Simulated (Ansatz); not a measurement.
**Energy landscape near a Sc structure**

These are results of DFT PBE, scalar-relativistic, plane waves, PAW (Ansatz 0.2.0), not measurements.

Plane waves to 420 eV, a k mesh through Γ of 12×12×8 on the computed 2-atom cell and Gaussian smearing (0.10 eV); no spin polarisation.

Reference cell:

```
CELL_PARAMETERS angstrom
3.30880 0.00000 0.00000
-1.65440 2.86550 0.00000
0.00000 0.00000 5.26800
ATOMIC_POSITIONS crystal
Sc 0.33333 0.66667 0.25000
Sc 0.66667 0.33333 0.75000
```

Each variant moves atoms of this cell by the vectors given, if any (Å), and then applies a symmetric strain (tensor components, Cartesian axes). The reference cell isn't relaxed at this level. Energies are per atom at zero smearing, counted from the lowest variant. Pressure is positive in compression.

1. no strain; moves: Sc2 (0.000, 0.375, 0.000)
2. no strain; moves: Sc1 (0.000, 0.007, -0.044)
3. no strain; moves: Sc2 (0.000, 0.000, 0.090)

```json
{"result": "A", "ΔE (meV/atom)": "39.3", "P (GPa)": "-0.58", "largest force (eV/Å)": "0.40"}
{"result": "B", "ΔE (meV/atom)": "5.7", "P (GPa)": "-0.56", "largest force (eV/Å)": "0.33"}
{"result": "C", "ΔE (meV/atom)": "0.0", "P (GPa)": "-0.65", "largest force (eV/Å)": "0.16"}
```

(1) Which variant gave which result?

Results:

(1) A is 1, B is 3, C is 2.